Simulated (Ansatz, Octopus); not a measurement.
This is a calculation of MnS for Ansatz 0.2.0. 

File input.yaml:

```yaml
crystal:
  lattice:
    - [0.0, 2.6045, 2.6045]
    - [2.6045, 0.0, 2.6045]
    - [2.6045, 2.6045, 0.0]
  atoms:
    - { symbol: Mn, position: [0.0, 0.0, 0.0], spin: 4.0 }
    - { symbol: S, position: [0.5, 0.5, 0.5] }
hamiltonian:
  xc: pbe
  pseudopotentials: { kind: paw }
magnetization:
  spin_polarized: true
kpoints:
  mp_grid: { grid: [9, 9, 9] }
scf:
  occupations: { method: fermi_dirac, width: 0.05 }
output:
  forces: true
  stress: true
  eigenvalues: true
```

Potentials or basis: Ansatz PAW.

Command:

```bash
$ ansatz run input.yaml --threads 1 --pin off --max-ram 3584MiB --backend cpu --events-out ev --progress --plain --runs-dir out
```

Task: Set up the same calculation for Octopus 16.4. Potentials or basis there: pseudodojo_pbe (PseudoDojo 0.5, PBE).

Result: As run (cutoffs and basis follow the program's own potentials, and thresholds, step limits or extra output files can differ):

inp

```
CalculationMode = gs
UnitsOutput = eV_Angstrom
PeriodicDimensions = 3
ExperimentalFeatures = yes
PseudopotentialSet = pseudodojo_pbe
%LatticeParameters
 1*angstrom | 1*angstrom | 1*angstrom
%
%LatticeVectors
 0 | 2.6045 | 2.6045
 2.6045 | 0 | 2.6045
 2.6045 | 2.6045 | 0
%
%ReducedCoordinates
 "Mn" | 0 | 0 | 0
 "S" | 0.5 | 0.5 | 0.5
%
%Spacing
 0.12277731*angstrom | 0.12277731*angstrom | 0.12277731*angstrom
%
DerivativesOrder = 8
%KPointsGrid
 9 | 9 | 9
%
KPointsUseSymmetries = yes
XCFunctional = gga_x_pbe + gga_c_pbe
SpinComponents = polarized
KPointsUseTimeReversal = no
GuessMagnetDensity = user_defined
%AtomsMagnetDirection
 4.0
 0.0
%
SmearingFunction = fermi_dirac
Smearing = 0.05*eV
ExtraStates = 11
Eigensolver = chebyshev_filter
ConvRelDens = 3e-7
MaximumIter = 120
%Output
 density | cube
 elf | cube
 potential | cube
%
```

Potentials or basis: pseudodojo_pbe (PseudoDojo 0.5, PBE).

The run is started by

```sh
$ OMP_NUM_THREADS=1 octopus > out.log
```

Both were run:

|  | Ansatz | Octopus |
| --- | --- | --- |
| Net moment | 4.71 μB per cell | 4.77 μB per cell |

Where Ansatz's input types no cutoff or centring, it takes its own default and a Γ-centred mesh.

The magnetic state is the one that the start led to; the real crystal's order can differ.
